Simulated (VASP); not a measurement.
# MgS (Immm) in VASP: notebook

One crystal, MgS, is run at these levels: PBE; tasks: single point.

Everything below comes from runs of VASP 6.6.1. Logs are shortened: lines on timing, memory, paths and dates and some standing lists are left out, and cuts for length are marked.

## 1. The cell of the first run

It takes space group Immm (No. 71, orthorhombic). Conventional cell: a = 3.599 Å, b = 3.759 Å, c = 5.203 Å, α = 90.00°, β = 90.00°, γ = 90.00°. Mg (site symmetry mmm) has 6 S at 2.60 Å as nearest neighbours. Around S (site symmetry mmm) lie 6 Mg at 2.60 Å.

The cell was built by a generator and needn't be a form met in nature.

## 2. Single point, PBE (shear_xy strain +4.4%)

INCAR reads:

```
PREC = Accurate
ENCUT = 520
EDIFF = 1E-6
ISMEAR = -1
SIGMA = 0.02
LREAL = False
LASPH = True
NELM = 100
ALGO = Normal
ISIF = 2
LWAVE = False
LCHARG = False
GGA = PE
NBANDS = 11
```

KPOINTS reads:

```
Automatic mesh
0
Gamma
  8 8 8
```

POSCAR reads:

```
MgS
1.0
    0.0568431669      2.6015179370      2.6015179370
    2.6015179370      0.0568431669      2.6015179370
    2.6583611039      2.6583611039      0.0000000000
Mg S
1 1
Direct
    0.0000000000      0.0000000000      0.0000000000
    0.5000000000      0.5000000000      0.5000000000
```

Potentials or basis: VASP PAW PBE potentials, release 64 (Mg, S).

Run with:

```console
> cat potpaw_PBE.64/Mg/POTCAR potpaw_PBE.64/S/POTCAR > POTCAR
> mpirun -np 1 vasp_std > vasp.out
```

OUTCAR:

```text
PREC = Accurate
   ENCUT = 520
   EDIFF = 1E-6
   ISMEAR = -1
   LREAL = False
   LASPH = True
   NELM = 100
   ISIF = 2
   GGA = PE

 ion  position               nearest neighbor table
   1  0.000  0.000  0.000-   2 2.60   2 2.60   2 2.60   2 2.60   2 2.60   2 2.60
   2  0.500  0.500  0.500-   1 2.60   1 2.60   1 2.60   1 2.60   1 2.60   1 2.60

  LATTYP: Found a body centered orthorhombic cell.
 ALAT       =     3.5987135717
 B/A-ratio  =     1.0446761744
 C/A-ratio  =     1.4458043882

  Lattice vectors:

 A1 = (   2.6015179370,   0.0568431669,  -2.6015179370)
 A2 = (  -2.6015179370,  -0.0568431669,  -2.6015179370)
 A3 = (   0.0568431669,   2.6015179370,   2.6015179370)

Analysis of symmetry for initial positions (statically):
=====================================================================
 Subroutine PRICEL returns:
 Original cell was already a primitive cell.

 Routine SETGRP: Setting up the symmetry group for a
 body centered orthorhombic supercell.

 Subroutine GETGRP returns: Found  8 space group operations
 (whereof  8 operations were pure point group operations)
 out of a pool of  8 trial point group operations.

The static configuration has the point symmetry D_2h.

Analysis of symmetry for dynamics (positions and initial velocities):
=====================================================================
 Subroutine PRICEL returns:
 Original cell was already a primitive cell.

 Routine SETGRP: Setting up the symmetry group for a
 body centered orthorhombic supercell.

 Subroutine GETGRP returns: Found  8 space group operations
 (whereof  8 operations were pure point group operations)
 out of a pool of  8 trial point group operations.

The dynamic configuration has the point symmetry D_2h.

 Subroutine INISYM returns: Found  8 space group operations
 (whereof  8 operations are pure point group operations),
 and found     1 'primitive' translations

----------------------------------------------------------------------------------------

                                     Primitive cell

  volume of cell :      35.1968

  direct lattice vectors                    reciprocal lattice vectors
     0.056843167  2.601517937  2.601517937    -0.196488764  0.196488764  0.192195484
     2.601517937  0.056843167  2.601517937     0.196488764 -0.196488764  0.192195484
     2.658361104  2.658361104  0.000000000     0.188085809  0.188085809 -0.192195484

  length of vectors
     3.679541045  3.679541045  3.759490327     0.337867981  0.337867981  0.328164056

  position of ions in fractional coordinates (direct lattice)
     0.000000000  0.000000000  0.000000000
     0.500000000  0.500000000  0.500000000

  ion indices of the primitive-cell ions
   primitive index   ion index
                 1           1
                 2           2

----------------------------------------------------------------------------------------

 KPOINTS: Automatic mesh

Automatic generation of k-mesh.
 Grid dimensions read from file:
 generate k-points for:    8    8    8

 Generating k-lattice:

  Cartesian coordinates                     Fractional coordinates (reciprocal lattice)
    -0.024561095  0.024561095  0.024024436     0.125000000  0.000000000  0.000000000
     0.024561095 -0.024561095  0.024024436     0.000000000  0.125000000  0.000000000
     0.023510726  0.023510726 -0.024024436     0.000000000  0.000000000  0.125000000

  Length of vectors
     0.042233498  0.042233498  0.041020507

  Shift w.r.t. Gamma in fractional coordinates (k-lattice)
     0.000000000  0.000000000  0.000000000

 Subroutine IBZKPT returns following result:
 ===========================================

 Found     95 irreducible k-points:

 Following reciprocal coordinates:
            Coordinates               Weight
  0.000000  0.000000  0.000000      1.000000
  0.125000 -0.000000  0.000000      4.000000
  0.250000 -0.000000  0.000000      4.000000
  0.375000 -0.000000  0.000000      4.000000
  0.500000 -0.000000  0.000000      2.000000
  0.125000  0.125000  0.000000      2.000000
[... 16 lines left out ...]
  0.125000 -0.000000  0.125000      4.000000
  0.250000 -0.000000  0.125000      8.000000
 [... further k-points ...]
   k-points           NKPTS =     95   k-points in BZ     NKDIM =     95   number of bands    NBANDS=     11
   number of dos      NEDOS =    301   number of ions     NIONS =      2
   total plane-waves  NPLWV =  21952
   dimension x,y,z NGX =    28 NGY =   28 NGZ =   28
   dimension x,y,z NGXF=    56 NGYF=   56 NGZF=   56
   ions per type =               1   1
   NGX,Y,Z   is equivalent  to a cutoff of  12.65, 12.65, 12.38 a.u.
   NGXF,Y,Z  is equivalent  to a cutoff of  25.30, 25.30, 24.76 a.u.
 SYSTEM =  unknown system
   PREC   = accura    normal or accurate (medium, high low for compatibility)
   ISTART =      0    job   : 0-new  1-cont  2-samecut
   ICHARG =      2    charge: 1-file 2-atom 10-const
   ISPIN  =      1    spin polarized calculation?
   LNONCOLLINEAR =      F non collinear calculations
   LSORBIT =      F    spin-orbit coupling
   LASPH  =      T    aspherical Exc in radial PAW
   ENCUT  =  520.0 eV  38.22 Ry    6.18 a.u.   6.84  6.84  6.99*2*pi/ulx,y,z
   NELM   =    100;   NELMIN=  2; NELMDL= -5     # of ELM steps
   EDIFF  = 0.1E-05   stopping-criterion for ELM
   LREAL  =      F    real-space projection
   EDIFFG = 0.1E-04   stopping-criterion for IOM
   NSW    =      0    number of steps for IOM
   IBRION =     -1    ionic relax: 0-MD 1-quasi-New 2-CG
   NFREE  =      0    steps in history (QN), initial steepest desc. (CG)
   ISIF   =      2    stress and relaxation
   ISYM   =      2    0-nonsym 1-usesym 2-fastsym
   POTIM  = 0.5000    time-step for ionic-motion
   TEBEG  =    0.0;   TEEND  =   0.0 temperature during run
   PSTRESS=    0.0 pullay stress
   NELECT =       8.0000    total number of electrons
   NUPDOWN=      -1.0000    fix difference up-down
   EMIN   =  10.00;   EMAX   =-10.00  energy-range for DOS
   EFERMI =   0.00;   METHOD = LEGACY
   ISMEAR =    -1;   SIGMA  =   0.02  broadening in eV -4-tet -1-fermi 0-gaus
   EFERMI_NEDOS =   21; number of points for ismear=-14 and -15
   IALGO  =     38    algorithm
   IMIX   =      4    mixing-type and parameters
     AMIX     =   0.40;   BMIX     =  1.00
     AMIX_MAG =   1.60;   BMIX_MAG =  1.00
  volume/ion in A,a.u.               =      17.60       118.76
  Fermi-wavevector in a.u.,A,eV,Ry     =   0.999088  1.888003 13.581024  0.998177
  Thomas-Fermi vector in A             =   2.131355
   LORBIT       =      0    0 simple, 1 ext, 2 COOP (PROOUT), +10 PAW based schemes
   GGA     = PE    functional components
   LHFCALC =     F    Hartree Fock is set to
   AEXX    =    0.0000 exact exchange contribution
   IVDW    =     0    specifies the selected vdW correction
   LEPSILON=     F    determine dielectric tensor
   LRPA    =     F    only Hartree local field effects (RPA)
 non-spin polarized calculation
  energy-cutoff  :      520.00
  volume of cell :       35.20
 maximum number of plane-waves:       961
   NGX = 13   NGY = 13   NGZ = 13

 number of electron       8.0000000 magnetization

 Free energy of the ion-electron system (eV)
  ---------------------------------------------------
  ext. energy  EPLUGINS =         0.00000000
  ---------------------------------------------------
  free energy    TOTEN  =        -8.49020959 eV

  energy without entropy =       -8.49020959  energy(sigma->0) =       -8.49020959

 E-fermi :   4.3690     XC(G=0):  -9.6915

 val. band max:        3.9385421707   @ k =   0.0000   0.0000   0.0000
 cond. band min:       6.4367721510   @ k =   0.5000   0.5000   0.0000
 fundamental gap:      2.4982299803
 Fermi energy:         4.3689524128

 k-point     1 :       0.0000    0.0000    0.0000
  band No.  band energies     occupation
      1      -8.9366      2.00000
      2       3.5420      2.00000
      3       3.7259      2.00000
      4       3.9385      2.00000
      5       7.4141      0.00000
      6      11.3293      0.00000
      7      11.7230      0.00000
      8      12.0656      0.00000
      9      14.0833      0.00000
     10      14.1099      0.00000
     11      16.1981      0.00000

 k-point     2 :       0.1250   -0.0000    0.0000
  band No.  band energies     occupation
      1      -8.7794      2.00000
      2       2.8069      2.00000
      3       3.4431      2.00000
      4       3.6859      2.00000
      5       8.1784      0.00000
      6      11.5547      0.00000
      7      11.6117      0.00000
      8      12.0793      0.00000
      9      13.3397      0.00000
     10      13.4829      0.00000
     11      16.3484      0.00000

 k-point     3 :       0.2500   -0.0000    0.0000
  band No.  band energies     occupation
      1      -8.3531      2.00000
      2       1.0368      2.00000
      3       3.2291      2.00000
      4       3.4288      2.00000
      5       8.5680      0.00000
      6      11.3139      0.00000
      7      11.5683      0.00000
      8      12.1613      0.00000
      9      13.7526      0.00000
     10      14.2614      0.00000
     11      15.5193      0.00000
[... 267 lines left out ...]
 k-point    23 :       0.1250   -0.0000    0.1250
  band No.  band energies     occupation
      1      -8.7353      2.00000
      2       2.6983      2.00000
      3       3.4033      2.00000
      4       3.4463      2.00000
      5       8.5510      0.00000
      6      10.7043      0.00000
      7      12.2407      0.00000
      8      12.3881      0.00000
      9      12.4364      0.00000
     10      14.3484      0.00000
     11      17.2973      0.00000

 k-point    24 :       0.2500   -0.0000    0.1250
  band No.  band energies     occupation
      1      -8.3964      2.00000
      2       1.4872      2.00000
      3       3.0465      2.00000
      4       3.1755      2.00000
      5       9.1307      0.00000
      6      10.5079      0.00000
      7      10.9997      0.00000
      8      12.4844      0.00000
      9      13.5762      0.00000
     10      14.8525      0.00000
     11      16.8784      0.00000

 [... further k-points ...]

------------------------ aborting loop because EDIFF is reached ----------------------------------------

  FORCE on cell =-STRESS in cart. coord.  units (eV):
  Direction    XX          YY          ZZ          XY          YZ          ZX
  --------------------------------------------------------------------------------------
  -------------------------------------------------------------------------------------
  Total        0.2120207      0.2120207      0.1756988     -0.5290468      0.0000000      0.0000000
  in kB        9.6512968      9.6512968      7.9979076    -24.0825012      0.0000000      0.0000000
  external PRESSURE =       9.1001671 kB  Pullay stress =       0.0000000 kB

 VOLUME and BASIS-vectors are now :
 -----------------------------------------------------------------------------
  energy-cutoff  :      520.00
  volume of cell :       35.20
      direct lattice vectors                 reciprocal lattice vectors
     0.056843167  2.601517937  2.601517937    -0.196488764  0.196488764  0.192195484
     2.601517937  0.056843167  2.601517937     0.196488764 -0.196488764  0.192195484
     2.658361104  2.658361104  0.000000000     0.188085809  0.188085809 -0.192195484

 POSITION                                       TOTAL-FORCE (eV/Angst)
 -----------------------------------------------------------------------------------
      0.00000      0.00000      0.00000         0.000000      0.000000      0.000000
      2.65836      2.65836      2.60152         0.000000      0.000000     -0.000000
 -----------------------------------------------------------------------------------
    total drift:                                0.000000      0.000000      0.000000

  FREE ENERGIE OF THE ION-ELECTRON SYSTEM (eV)
  ---------------------------------------------------
  free  energy   TOTEN  =        -8.4902095950 eV

  energy  without entropy=       -8.4902095950  energy(sigma->0) =       -8.49020959
```

Run time: 13 s. Hardware: 1 thread of Intel Xeon 6975P-C (Granite Rapids), shared host; peak memory 0.17 GiB.

What came out:

- Free energy: -8.4902 eV
- Pressure: 0.9 GPa
- Band gap on the k mesh: 2.50 eV, indirect (least direct gap 3.48 eV)

Stress tensor (GPa, compression positive):
```
 0.97 -2.41  0.00
-2.41  0.97  0.00
 0.00  0.00  0.80
```

## 3. Single point, PBE (epitaxial_xy strain -3.9%)

INCAR reads:

```
SYSTEM = MgS
ALGO     = Normal         ! electronic algorithm
EDIFF    = 1E-7           ! SCF threshold, eV
ENCUT    = 520            ! plane-wave cutoff, eV
GGA      = PE             ! functional
ISIF     = 2              ! what is computed and relaxed
ISMEAR   = -1             ! smearing method
LASPH    = .TRUE.         ! aspherical terms in the spheres
LCHARG   = .TRUE.         ! write CHGCAR
LELF     = .TRUE.         ! ELF
LREAL    = .FALSE.        ! projectors in reciprocal space
LVHAR    = .TRUE.       
LWAVE    = .FALSE.        ! write WAVECAR
NBANDS   = 11             ! bands
NELM     = 100            ! most SCF steps
PREC     = Accurate       ! precision mode
SIGMA    = 0.02           ! smearing width, eV
```

KPOINTS reads:

```
k-points
0
G
  8 8 8
  0 0 0
```

POSCAR reads:

```
MgS
1.0
    0.0000000000      2.5005790411      2.6649434144
    2.5005790411      0.0000000000      2.6649434144
    2.5005790411      2.5005790411      0.0000000000
Mg S
1 1
Direct
    0.0000000000      0.0000000000      0.0000000000
    0.5000000000      0.5000000000      0.5000000000
```

Potentials or basis: VASP PAW PBE potentials, release 64 (Mg, S).

Run with:

```console
> cat potpaw_PBE.64/Mg/POTCAR potpaw_PBE.64/S/POTCAR > POTCAR
> mpirun -np 1 vasp_std > vasp.out
```

Wall time 9 s (1 thread of Intel Xeon 6975P-C (Granite Rapids), shared host); peak memory 0.17 GiB.

Results (log left out):

```
Free energy            : -8.4264 eV
Pressure               : 6.4 GPa
Band gap on the k mesh : 2.66 eV, indirect (least direct gap 4.01 eV)
```

Stress tensor (GPa, compression positive):
```
9.22 0.00 0.00
0.00 9.22 0.00
0.00 0.00 0.87
```

Levels at points of the mesh, in eV from the valence-band top:
```csv
k point,band 1,band 2,band 3,band 4,band 5,band 6,band 7,band 8,band 9
"(0.00, 0.00, 0.00)",-13.15,-0.23,-0.23,0.00,4.01,7.33,8.02,8.02,9.79
"(0.50, 0.00, 0.00)",-11.70,-5.28,-0.92,-0.70,4.41,6.59,7.19,10.59,12.31
"(0.50, 0.50, 0.00)",-11.47,-4.69,-1.75,-1.75,3.05,4.23,11.96,12.75,14.12
"(0.50, 0.00, 0.50)",-11.19,-4.61,-2.33,-1.77,2.66,4.02,12.59,12.78,12.80
```
